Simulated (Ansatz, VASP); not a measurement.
**Two plane-wave programs on W3S**

```
W S
1.0
     2.85459    0.00000    0.00000
    -1.42730    2.47215    0.00000
     0.00000    0.00000   20.19711
W S
3 1
Direct
  0.66667 0.33333 0.19805
  0.33333 0.66667 0.31433
  0.00000 0.00000 0.43061
  0.33333 0.16667 0.53456
```

Alike in both runs: functional PBE; k mesh 9 × 9 × 1; occupations gaussian, width 0.1 eV; no spin polarisation.

Ansatz relaxed the structure, and its values are those at the end. VASP's run is a single point on that final structure, the one shown.

|  | VASP | Ansatz |
| --- | --- | --- |
| version | VASP 6.6.1 | Ansatz 0.2.0 |
| potentials or method | VASP PAW PBE potentials, release 64 (W_sv, S) | scalar-relativistic, plane waves, PAW |
| plane-wave cutoff (eV) | 520 | 420 |
| valence electrons in the cell | 48 | 48 |

Ansatz gave:

* gap on the k mesh at the Fermi level (eV): none
* rms of the force components (eV/Å): 0.385

Problem. What did VASP give for the same quantities?

Solution. gap on the k mesh at the Fermi level (eV): none; rms of the force components (eV/Å): 0.386.

A gap of «none» marks a metal or a gap that the smearing closes.

The runs have no spin-orbit coupling, so splittings on W are missing.
